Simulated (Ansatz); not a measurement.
input.yaml (Ansatz)

```yaml
crystal:
  lattice:
    - [0.0, 3.2490564299, 3.2490564299]
    - [3.2490564299, 0.0, 3.2490564299]
    - [3.2490564299, 3.2490564299, 0.0]
  atoms:
    - { symbol: Se, position: [0.125, 0.125, 0.125] }
    - { symbol: Se, position: [0.875, 0.875, 0.875] }
hamiltonian:
  xc: rpbe
  pseudopotentials:
    kind: paw
    azcp:
      Se: "pseudopotentials/Se.paw.azcp"
basis:
  ecutwfc: 420
  fft_grid_basis: typed
kpoints:
  mp_grid: { grid: [10, 10, 10], shift: [0, 0, 0] }
magnetization:
  spin_polarized: false
scf:
  occupations: { method: fermi_dirac, width: 0.1 }
  lower_state_search: "off"
output:
  stress: true
  write_density: true
  write_potential: true
  elf: true
  volumetric_format: npy
```

and its output:

```
Engine: ansatz 0.2.0, aarch64-unknown-linux-gnu
Pseudopotentials: kind: paw
Pseudopotential: Se, paw, valence charge 16, recommended cutoff 420 eV (normal) 
Functional definition: RPBE
  parameter kappa = 0.804
  parameter beta = 0.06672455060314922
  exchange = rpbe_x(kappa = kappa, mu = beta*pi^2/3)
  correlation = pbe_c(beta = beta)
Crystal: 2 atoms, lattice volume = 68.596 Å³
Basis set: ecut = 420 eV, 1363 PW (Γ)
Bands: 20, of which v1, the nominal top of the filled ones, is band 16 counted from 1 (15 counted from 0)
Symmetry: 48 space group operations
Space group: Fd-3m (ITA 227), of the structure as read, at distance tolerance 4.1e-5 Å
k-points: 47 of 1000
Non-local potential: Se, projectors of the file, l = 0: 2, l = 1: 2, l = 2: 3, l = 3: 1
PAW form: soft (Blöchl's): semilocal exchange-correlation on the pseudo side does not see the compensation charge
PAW frozen core: Se, regenerated for the run's functional, and the local potential with it (the file was generated under x = pbe(κ = 0.804, μ = 0.2195149727645171), c = pbe(β = 0.06672455060314922))
PAW one-centre angular grid: Se, 590 points (default); XC on 64 Gauss nodes
Initial density: superposition of atomic densities (neutral atoms: chi_scale 0, normalization atom), corrected by the library's trained network
Initial wavefunctions: pseudopotential atomic-orbital guess
Functional: x = rpbe, c = pbe(β = 0.06672455060314922)
SCF iter   1: F=—  HF=-10949.247633 eV  |F-HF|=—  |Δ(HF+E_count)|=         —  Δρ=1.41e-3  dr2=6.84e-4  ethr=1.77e-3  ⟨swp⟩=5.2  Hψ=4135  notcnv=0
SCF iter   2: F=—  HF=-10949.249147 eV  |F-HF|=—  |Δ(HF+E_count)|=   1.51e-3  Δρ=3.94e-4  dr2=1.01e-4  ethr=2.14e-6  ⟨swp⟩=2.3  Hψ=2262  notcnv=0
SCF iter   3: F=—  HF=-10949.249015 eV  |F-HF|=—  |Δ(HF+E_count)|=   1.32e-4  Δρ=1.58e-4  dr2=4.38e-5  ethr=3.15e-7  ⟨swp⟩=2.0  Hψ=1710  notcnv=0
SCF iter   4: F=—  HF=-10949.249022 eV  |F-HF|=—  |Δ(HF+E_count)|=   6.71e-6  Δρ=6.68e-5  dr2=4.00e-6  ethr=1.37e-7  ⟨swp⟩=2.0  Hψ=1620  notcnv=0
iter 5 did not close the SCF: its close was put off for the readings that it lacked (scf_convergence_deferred on its scf_iter line)
SCF iter   5: F=-10949.249024 eV  HF=-10949.249024 eV  |F-HF|=2.70e-8  |Δ(HF+E_count)|=   1.69e-6  Δρ=1.16e-5  dr2=8.18e-8  ethr=1.25e-8  ⟨swp⟩=2.0  Hψ=1682  notcnv=0
SCF iter   6: F=-10949.249024 eV  HF=-10949.249024 eV  |F-HF|=1.74e-9  |Δ(HF+E_count)|=   7.32e-8  Δρ=1.18e-6  dr2=7.78e-10  ethr=2.56e-10  ⟨swp⟩=5.1  Hψ=5479  notcnv=0
SCF 1 converged in 6 iterations: F = -10949.249024 eV  dr2 = 7.78e-10
SCF converged after 6 iterations
Free energy (F): -10949.249024 eV
Harris-Foulkes:  -10949.249024 eV  (|F-HF|=1.74e-9)
Internal energy: -10949.190585 eV  (E = F + TS)
E sigma→0 (E₀):  -10949.219804 eV
Entropy (-TS):   -0.058438 eV (-29.219 meV/atom)
Fermi energy:    4.827526 eV
--- Per-component energies (eV) ---
  E_band       = -887.038883
  E_kinetic    = 230.041377
  E_local      = -5608.867971  (includes V_loc(G=0)·N_el)
  E_nonlocal   = -1191.915332
  E_hartree    = 2718.275154
  E_xc         = -205.315412
  E_vxc        = -191.336677  (∫ρ·V_xc dr)
  E_paw        = -3834.985702  (= ΣΔE_a)
  E_vpaw       = 438.492156  (= ΣTr[D̂ρ^β])
  E_aug_tail   = -0.001151  (compensation charges beyond the density's cutoff)
  E_ewald      = -3055.872350
  E_core_change = -0.549198  (= ΣΔE_core)
  E_smearing   = -0.058438  (= −TS)
  E_closure    = -0.000000  (closes the sum)
  Σ components = -10949.249024   (vs F -10949.249024, Δ=0.00e0)
--- Stress (GPa, compression-positive) ---
       -1.257005       0.000000       0.000000
        0.000000      -1.257005       0.000000
        0.000000      -0.000000      -1.257005
  P = ⅓ Tr σ = -1.2570 GPa (-12.570 kbar)
--- Band table (eV; the first three rows and the last of 47) ---
  k-point 0: bands = ["-43.5467", "-43.5467", "-43.5467", "-43.5437", "-43.5437", "-43.5351", "-43.5351", "-43.5322", "-43.5322", "-43.5322", "-9.8952", "-5.5834", "1.7027", "1.7027", "1.7027", "4.1906", "4.1906", "4.1906", "9.6239", "12.6478"]
  k-point 1: bands = ["-43.5469", "-43.5469", "-43.5466", "-43.5434", "-43.5434", "-43.5353", "-43.5353", "-43.5324", "-43.5320", "-43.5320", "-9.8376", "-5.7109", "1.6229", "1.6229", "1.6565", "4.3024", "4.3089", "4.3089", "9.9102", "12.4154"]
  k-point 2: bands = ["-43.5473", "-43.5473", "-43.5462", "-43.5429", "-43.5429", "-43.5359", "-43.5359", "-43.5328", "-43.5317", "-43.5317", "-9.6722", "-6.0504", "1.4418", "1.4418", "1.5088", "4.5857", "4.5857", "4.6782", "10.5910", "12.1525"]
  k-point 46: bands = ["-43.5488", "-43.5488", "-43.5410", "-43.5410", "-43.5394", "-43.5394", "-43.5379", "-43.5379", "-43.5300", "-43.5300", "-8.1352", "-8.1352", "0.2396", "0.2396", "3.6075", "3.6075", "6.2639", "6.2639", "11.0554", "11.0554"]
```
